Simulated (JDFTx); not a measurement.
# K (Im-3m) in JDFTx: equation of state

Aim: energy against volume of K in PBE, for its equilibrium volume and stiffness.

Everything below comes from runs of JDFTx 1.7.0 (patched build). Logs are shortened: lines on timing, memory, paths and dates and some standing lists are left out, and cuts for length are marked. The log counts tension as positive stress, the text compression.

## 1. The structure

Symmetry: Im-3m, No. 229, cubic system. Conventional cell: a = 5.395 Å, b = 5.395 Å, c = 5.395 Å, α = 90.00°, β = 90.00°, γ = 90.00°.

## 2. Equation of state, PBE, 73.81 Å³/atom (volume scaled by 0.94)

Input file K.in:

```
lattice \
   -4.9935839941     4.9935839941     4.9935839941 \
    4.9935839941    -4.9935839941     4.9935839941 \
    4.9935839941     4.9935839941    -4.9935839941
coords-type Lattice
ion K      0.0000000000     0.0000000000     0.0000000000 1

ion-species pseudo/K.upf
elec-cutoff 37
elec-ex-corr gga-PBE
kpoint-folding 7 7 7
elec-smearing Fermi 0.0018374661
elec-n-bands 10
electronic-SCF nIterations 100 energyDiffThreshold 1e-08
electronic-minimize nIterations 30 energyDiffThreshold 1e-7
forces-output-coords Cartesian

dump-name run.$VAR
dump End Ecomponents EigStats BandEigs Kpoints Forces Stress ElecDensity Dtot KEdensity
```

Potentials or basis: PseudoDojo-SR-PBE-0.5-standard.

On the command line:

```sh
> jdftx -c 1 -i K.in -o K.out
```

The program printed:

```text
*************** JDFTx 1.7.0 (patched build) ***************

[... 9 lines left out ...]
---------- Initializing the Grid ----------
R =
[     -4.99358      4.99358      4.99358  ]
[      4.99358     -4.99358      4.99358  ]
[      4.99358      4.99358     -4.99358  ]
unit cell volume = 498.078
G =
[ 1.62435e-18   0.629126   0.629126  ]
[   0.629126 1.62435e-18   0.629126  ]
[   0.629126   0.629126 1.62435e-18  ]
Minimum fftbox size, Smin = [  48  48  48  ]
Chosen fftbox size, S = [  48  48  48  ]

---------- Exchange Correlation functional ----------
Initalized PBE GGA exchange.
Initalized PBE GGA correlation.

---------- Setting up pseudopotentials ----------
Width of ionic core gaussian charges (only for fluid interactions / plotting) set to 0

Reading pseudopotential file 'pseudo/K.upf':
  'K' pseudopotential, 'PBE' functional
  Generated using ONCVPSP code by D. R. Hamann
  9 valence electrons, 3 orbitals, 6 projectors, 1001 radial grid points, with lMax = 2
    3S    l: 0   occupation:  2.0   eigenvalue: -1.298836
    3P    l: 1   occupation:  6.0   eigenvalue: -0.691386
    4S    l: 0   occupation:  1.0   eigenvalue: -0.085223
  WARNING: large normalization error in atomic orbital 2s (integral: 0.980832).
  Core radius for overlap checks: 1.56 bohrs.

Initialized 1 species with 1 total atoms.

Folded 1 k-points by 7x7x7 to 343 k-points.

---------- Setting up k-points, bands, fillings ----------
Reduced to 20 k-points under symmetry.
Computing the number of bands and number of electrons
Calculating initial fillings.
nElectrons:   9.000000   nBands: 10   nStates: 20

----- Setting up reduced wavefunction bases (one per k-point) -----
average nbasis = 5352.860 , ideal nbasis = 5354.188

---------- Setting up ewald sum ----------
Optimum gaussian width for ewald sums = 3.117886 bohr.
Real space sum over 2197 unit cells with max indices [  6  6  6  ]
Reciprocal space sum over 2197 terms with max indices [  6  6  6  ]

---------- Allocating electronic variables ----------
Initializing wave functions:  linear combination of atomic orbitals
Note: number of bands (10) exceeds available atomic orbitals (5)
K pseudo-atom occupations:   s ( 2 1 )  p ( 6 )
	FillingsUpdate:  mu: +0.101088947  nElectrons: 9.000000
LCAOMinimize: Iter:   0  F: -28.3772369332253369  |grad|_K:  3.743e-05  alpha:  1.000e+00
	FillingsUpdate:  mu: +0.101103793  nElectrons: 9.000000
LCAOMinimize: Iter:   1  F: -28.3772381802704814  |grad|_K:  1.610e-06  alpha:  8.907e-01  linmin: -5.111e-03  cgtest:  3.858e-02
	FillingsUpdate:  mu: +0.101103140  nElectrons: 9.000000
LCAOMinimize: Iter:   2  F: -28.3772381828505722  |grad|_K:  6.253e-08  alpha:  9.955e-01  linmin:  4.517e-04  cgtest: -5.309e-03
	FillingsUpdate:  mu: +0.101103165  nElectrons: 9.000000
LCAOMinimize: Iter:   3  F: -28.3772381828543061  |grad|_K:  9.768e-10  alpha:  8.984e-01  linmin:  6.660e-02  cgtest: -4.415e-01
LCAOMinimize: Converged (|Delta F|<1.000000e-06 for 2 iters).

-------- Electronic minimization -----------
Will mix electronic density at each iteration.
	FillingsUpdate:  mu: +0.101103165  nElectrons: 9.000000
	FillingsUpdate:  mu: +0.066975883  nElectrons: 9.000000
SCF: Cycle:  0   F: -28.394635553983601   dF: -1.740e-02   |Residual|: 4.223e-03   |deigs|: 1.601e-01
	FillingsUpdate:  mu: +0.066093317  nElectrons: 9.000000
SCF: Cycle:  1   F: -28.394899620652623   dF: -2.641e-04   |Residual|: 2.446e-03   |deigs|: 1.679e-02
	FillingsUpdate:  mu: +0.065533762  nElectrons: 9.000000
SCF: Cycle:  2   F: -28.394992325813302   dF: -9.271e-05   |Residual|: 1.131e-03   |deigs|: 7.220e-03
	FillingsUpdate:  mu: +0.065330771  nElectrons: 9.000000
SCF: Cycle:  3   F: -28.395019896737978   dF: -2.757e-05   |Residual|: 4.380e-04   |deigs|: 3.996e-03
	FillingsUpdate:  mu: +0.065275741  nElectrons: 9.000000
SCF: Cycle:  4   F: -28.395026615862164   dF: -6.719e-06   |Residual|: 5.893e-05   |deigs|: 2.260e-03
	FillingsUpdate:  mu: +0.065285294  nElectrons: 9.000000
SCF: Cycle:  5   F: -28.395028248731776   dF: -1.633e-06   |Residual|: 3.940e-05   |deigs|: 1.416e-03
	FillingsUpdate:  mu: +0.065286617  nElectrons: 9.000000
SCF: Cycle:  6   F: -28.395028734238725   dF: -4.855e-07   |Residual|: 4.049e-05   |deigs|: 1.140e-03
	FillingsUpdate:  mu: +0.065288909  nElectrons: 9.000000
SCF: Cycle:  7   F: -28.395028875432267   dF: -1.412e-07   |Residual|: 6.015e-06   |deigs|: 8.636e-04
	FillingsUpdate:  mu: +0.065288883  nElectrons: 9.000000
SCF: Cycle:  8   F: -28.395028914255018   dF: -3.882e-08   |Residual|: 5.594e-06   |deigs|: 7.510e-04
	FillingsUpdate:  mu: +0.065288707  nElectrons: 9.000000
SCF: Cycle:  9   F: -28.395028924070022   dF: -9.815e-09   |Residual|: 7.086e-06   |deigs|: 8.008e-04
	FillingsUpdate:  mu: +0.065289698  nElectrons: 9.000000
SCF: Cycle: 10   F: -28.395028926387962   dF: -2.318e-09   |Residual|: 5.362e-06   |deigs|: 7.760e-04
SCF: Converged (|Delta E|<1.000000e-08 for 2 iters).

Setting wave functions to eigenvectors of Hamiltonian

# Stress tensor in Cartesian coordinates [Eh/a0^3]:
[  3.94279e-07            0            0  ]
[            0  3.94279e-07            0  ]
[            0            0  3.94279e-07  ]

# Ionic positions in lattice coordinates:
ion K   0.000000000000000   0.000000000000000   0.000000000000000 1

# Forces in Cartesian coordinates:
force K   0.000000000000000  -0.000000000000000  -0.000000000000000 1

# Energy components:
   Eewald =      -14.7578327388947770
       EH =        9.5532482518991326
     Eloc =      -32.9547294669435828
      Enl =        4.2310656258668908
      Exc =       -6.3557177688656763
 Exc_core =        1.6601620923184872
       KE =       10.2290315144067296
-------------------------------------
     Etot =      -28.3947724902127945
       TS =        0.0002564361751673
-------------------------------------
        F =      -28.3950289263879618

IonicMinimize: Iter:   0  F: -28.395028926387962  |grad|_K:  0.000e+00
IonicMinimize: Converged (|grad|_K<1.000000e-04).

#--- Lowdin population analysis ---
# oxidation-state K +0.028

Dumping 'run.eigStats' ...
	eMin: -1.115282 at state 0 ( [ +0.000000 +0.000000 +0.000000 ] spin 0 )
	HOMO: +0.062829 at state 14 ( [ +0.142857 +0.428571 -0.285714 ] spin 0 )
	mu  : +0.065290
	LUMO: +0.070191 at state 13 ( [ +0.142857 +0.428571 -0.428571 ] spin 0 )
	eMax: +0.302729 at state 17 ( [ +0.285714 +0.428571 -0.428571 ] spin 0 )
	HOMO-LUMO gap: +0.007361
	Optical gap  : +0.049142 at state 3 ( [ +0.000000 +0.000000 +0.428571 ] spin 0 )
Done!
[note: the HOMO, LUMO and gaps printed at the end count levels as full or empty at half filling, so they show a gap where a level is partly filled]
```

Run time: 22 s. Hardware: 1 thread of Intel Xeon Platinum 8488C (Sapphire Rapids), shared host; peak memory 0.1 GiB.

What came out:

| Property | Result |
| --- | --- |
| Free energy | -772.6681 eV |
| Pressure | 0.0 GPa |
| Band gap on the k mesh | none (metal or under the smearing width) |

## 3. Equation of state, PBE, 75.38 Å³/atom (volume scaled by 0.96)

Input file K.in:

```
lattice \
   -5.0287512371     5.0287512371     5.0287512371 \
    5.0287512371    -5.0287512371     5.0287512371 \
    5.0287512371     5.0287512371    -5.0287512371
coords-type Lattice
ion K      0.0000000000     0.0000000000     0.0000000000 1

ion-species pseudo/K.upf
elec-cutoff 37
elec-ex-corr gga-PBE
kpoint-folding 7 7 7
elec-smearing Fermi 0.0018374661
elec-n-bands 10
electronic-SCF nIterations 100 energyDiffThreshold 1e-08
electronic-minimize nIterations 30 energyDiffThreshold 1e-7
forces-output-coords Cartesian

dump-name run.$VAR
dump End Ecomponents EigStats BandEigs Kpoints Forces Stress
```

Potentials or basis: PseudoDojo-SR-PBE-0.5-standard.

On the command line:

```sh
> jdftx -c 1 -i K.in -o K.out
```

The program printed:

```text
*************** JDFTx 1.7.0 (patched build) ***************

[... 9 lines left out ...]
---------- Initializing the Grid ----------
R =
[     -5.02875      5.02875      5.02875  ]
[      5.02875     -5.02875      5.02875  ]
[      5.02875      5.02875     -5.02875  ]
unit cell volume = 508.675
G =
[ 2.62524e-18   0.624726   0.624726  ]
[   0.624726 2.62524e-18   0.624726  ]
[   0.624726   0.624726 2.62524e-18  ]
Minimum fftbox size, Smin = [  48  48  48  ]
Chosen fftbox size, S = [  48  48  48  ]

---------- Exchange Correlation functional ----------
Initalized PBE GGA exchange.
Initalized PBE GGA correlation.

---------- Setting up pseudopotentials ----------
Width of ionic core gaussian charges (only for fluid interactions / plotting) set to 0

Reading pseudopotential file 'pseudo/K.upf':
  'K' pseudopotential, 'PBE' functional
  Generated using ONCVPSP code by D. R. Hamann
  9 valence electrons, 3 orbitals, 6 projectors, 1001 radial grid points, with lMax = 2
    3S    l: 0   occupation:  2.0   eigenvalue: -1.298836
    3P    l: 1   occupation:  6.0   eigenvalue: -0.691386
    4S    l: 0   occupation:  1.0   eigenvalue: -0.085223
  WARNING: large normalization error in atomic orbital 2s (integral: 0.980832).
  Core radius for overlap checks: 1.56 bohrs.

Initialized 1 species with 1 total atoms.

Folded 1 k-points by 7x7x7 to 343 k-points.

---------- Setting up k-points, bands, fillings ----------
Reduced to 20 k-points under symmetry.
Computing the number of bands and number of electrons
[... 39 lines left out ...]
	FillingsUpdate:  mu: +0.062182187  nElectrons: 9.000000
SCF: Cycle:  5   F: -28.395012091949837   dF: -2.321e-06   |Residual|: 5.328e-05   |deigs|: 9.457e-04
	FillingsUpdate:  mu: +0.062181525  nElectrons: 9.000000
SCF: Cycle:  6   F: -28.395012875020015   dF: -7.831e-07   |Residual|: 8.380e-06   |deigs|: 7.350e-04
	FillingsUpdate:  mu: +0.062181564  nElectrons: 9.000000
SCF: Cycle:  7   F: -28.395013058702510   dF: -1.837e-07   |Residual|: 1.271e-05   |deigs|: 5.264e-04
	FillingsUpdate:  mu: +0.062181758  nElectrons: 9.000000
SCF: Cycle:  8   F: -28.395013098322458   dF: -3.962e-08   |Residual|: 6.883e-06   |deigs|: 5.402e-04
	FillingsUpdate:  mu: +0.062182207  nElectrons: 9.000000
SCF: Cycle:  9   F: -28.395013109340532   dF: -1.102e-08   |Residual|: 3.669e-06   |deigs|: 5.924e-04
	FillingsUpdate:  mu: +0.062182054  nElectrons: 9.000000
SCF: Cycle: 10   F: -28.395013111025627   dF: -1.685e-09   |Residual|: 1.817e-06   |deigs|: 4.041e-04
	FillingsUpdate:  mu: +0.062181695  nElectrons: 9.000000
SCF: Cycle: 11   F: -28.395013111398033   dF: -3.724e-10   |Residual|: 8.112e-07   |deigs|: 4.584e-04
SCF: Converged (|Delta E|<1.000000e-08 for 2 iters).

Setting wave functions to eigenvectors of Hamiltonian

# Stress tensor in Cartesian coordinates [Eh/a0^3]:
[  2.80368e-06            0            0  ]
[            0  2.80368e-06            0  ]
[            0            0  2.80368e-06  ]

# Ionic positions in lattice coordinates:
ion K   0.000000000000000   0.000000000000000   0.000000000000000 1

# Forces in Cartesian coordinates:
force K   0.000000000000000   0.000000000000000   0.000000000000000 1

# Energy components:
   Eewald =      -14.6546277351846932
       EH =        9.6244618290893893
     Eloc =      -33.1277870728755914
      Enl =        4.2307323616590704
      Exc =       -6.3544838785312701
 Exc_core =        1.6601623490558328
       KE =       10.2267877846959827
-------------------------------------
     Etot =      -28.3947543620912803
       TS =        0.0002587493067532
-------------------------------------
        F =      -28.3950131113980326

IonicMinimize: Iter:   0  F: -28.395013111398033  |grad|_K:  0.000e+00
IonicMinimize: Converged (|grad|_K<1.000000e-04).

#--- Lowdin population analysis ---
# oxidation-state K +0.029

Dumping 'run.eigStats' ...
	eMin: -1.118892 at state 0 ( [ +0.000000 +0.000000 +0.000000 ] spin 0 )
	HOMO: +0.059730 at state 14 ( [ +0.142857 +0.428571 -0.285714 ] spin 0 )
	mu  : +0.062182
	LUMO: +0.067025 at state 13 ( [ +0.142857 +0.428571 -0.428571 ] spin 0 )
	eMax: +0.291433 at state 17 ( [ +0.285714 +0.428571 -0.428571 ] spin 0 )
	HOMO-LUMO gap: +0.007296
	Optical gap  : +0.048721 at state 3 ( [ +0.000000 +0.000000 +0.428571 ] spin 0 )
Done!
[note: the HOMO, LUMO and gaps printed at the end count levels as full or empty at half filling, so they show a gap where a level is partly filled]
```

Wall time 22 s (1 thread of Intel Xeon Platinum 8488C (Sapphire Rapids), shared host); peak memory 0.1 GiB.

Results:

* Free energy: -772.6677 eV
* Pressure: -0.1 GPa
* Band gap on the k mesh: none (metal or under the smearing width)

## 4. Equation of state, PBE, 76.95 Å³/atom (volume scaled by 0.98)

K.in: that of step 3 with these lines changed.

```diff
@@ -1,5 +1,5 @@
 lattice \
-   -5.0287512371     5.0287512371     5.0287512371 \
-    5.0287512371    -5.0287512371     5.0287512371 \
-    5.0287512371     5.0287512371    -5.0287512371
+   -5.0634333762     5.0634333762     5.0634333762 \
+    5.0634333762    -5.0634333762     5.0634333762 \
+    5.0634333762     5.0634333762    -5.0634333762
 coords-type Lattice
```

On the command line:

```sh
> jdftx -c 1 -i K.in -o K.out
```

Wall time 32 s (1 thread of Intel Xeon Platinum 8488C (Sapphire Rapids), shared host); peak memory 0.11 GiB.

It converged, with:

```
Free energy            : -772.6666 eV
Pressure               : -0.1 GPa
Band gap on the k mesh : none (metal or under the smearing width)
```

## 5. Equation of state, PBE, 78.52 Å³/atom

K.in: that of step 4 with these lines changed.

```diff
@@ -1,5 +1,5 @@
 lattice \
-   -5.0634333762     5.0634333762     5.0634333762 \
-    5.0634333762    -5.0634333762     5.0634333762 \
-    5.0634333762     5.0634333762    -5.0634333762
+   -5.0976468017     5.0976468017     5.0976468017 \
+    5.0976468017    -5.0976468017     5.0976468017 \
+    5.0976468017     5.0976468017    -5.0976468017
 coords-type Lattice
```

On the command line:

```sh
> jdftx -c 1 -i K.in -o K.out
```

It took 30 s on 1 thread of Intel Xeon Platinum 8488C (Sapphire Rapids), shared host; peak memory 0.11 GiB.

It converged, with:

```yaml
Free_energy: -772.6649 eV
Pressure: -0.2 GPa
Band_gap_on_the_k_mesh: none (metal or under the smearing width)
```

## 6. Equation of state, PBE, 80.09 Å³/atom (volume scaled by 1.02)

K.in: that of step 5 with these lines changed.

```diff
@@ -1,5 +1,5 @@
 lattice \
-   -5.0976468017     5.0976468017     5.0976468017 \
-    5.0976468017    -5.0976468017     5.0976468017 \
-    5.0976468017     5.0976468017    -5.0976468017
+   -5.1314070360     5.1314070360     5.1314070360 \
+    5.1314070360    -5.1314070360     5.1314070360 \
+    5.1314070360     5.1314070360    -5.1314070360
 coords-type Lattice
```

Potentials or basis: PseudoDojo-SR-PBE-0.5-standard.

On the command line:

```sh
> jdftx -c 1 -i K.in -o K.out
```

Wall time 31 s (1 thread of Intel Xeon Platinum 8488C (Sapphire Rapids), shared host); peak memory 0.11 GiB.

It converged, with:

* Free energy: -772.6626 eV
* Pressure: -0.3 GPa
* Band gap on the k mesh: none (metal or under the smearing width)

## 7. Equation of state, PBE, 81.66 Å³/atom (volume scaled by 1.04)

K.in: that of step 6 with these lines changed.

```diff
@@ -1,5 +1,5 @@
 lattice \
-   -5.1314070360     5.1314070360     5.1314070360 \
-    5.1314070360    -5.1314070360     5.1314070360 \
-    5.1314070360     5.1314070360    -5.1314070360
+   -5.1647287944     5.1647287944     5.1647287944 \
+    5.1647287944    -5.1647287944     5.1647287944 \
+    5.1647287944     5.1647287944    -5.1647287944
 coords-type Lattice
```

On the command line:

```sh
> jdftx -c 1 -i K.in -o K.out
```

It took 32 s on 1 thread of Intel Xeon Platinum 8488C (Sapphire Rapids), shared host; peak memory 0.11 GiB.

The run converged. Its results:

* Free energy: -772.6599 eV
* Pressure: -0.3 GPa
* Band gap on the k mesh: none (metal or under the smearing width)

## 8. Equation of state, PBE, 83.23 Å³/atom (volume scaled by 1.06)

K.in: that of step 7 with these lines changed.

```diff
@@ -1,5 +1,5 @@
 lattice \
-   -5.1647287944     5.1647287944     5.1647287944 \
-    5.1647287944    -5.1647287944     5.1647287944 \
-    5.1647287944     5.1647287944    -5.1647287944
+   -5.1976260433     5.1976260433     5.1976260433 \
+    5.1976260433    -5.1976260433     5.1976260433 \
+    5.1976260433     5.1976260433    -5.1976260433
 coords-type Lattice
```

On the command line:

```sh
> jdftx -c 1 -i K.in -o K.out
```

It took 32 s on 1 thread of Intel Xeon Platinum 8488C (Sapphire Rapids), shared host; peak memory 0.11 GiB.

Results (log left out):

| Property | Result |
| --- | --- |
| Free energy | -772.6567 eV |
| Pressure | -0.3 GPa |
| Band gap on the k mesh | none (metal or under the smearing width) |

## 9. Equation of state, PBE

Potentials or basis: PseudoDojo-SR-PBE-0.5-standard.

No new run: the results of the series are fitted here.

Results:

```yaml
Equilibrium_volume: "73.66 Å³/atom (rough: see the caveat)"
Bulk_modulus: 3.6 GPa (rough)
```

Energy against volume, from the lowest point:
```csv
volume (Å³/atom),energy (meV/atom)
73.807,0.00
75.378,0.43
76.948,1.52
78.519,3.22
80.089,5.47
81.659,8.21
83.230,11.39
```

Caveat: the minimum lies outside the volumes run.
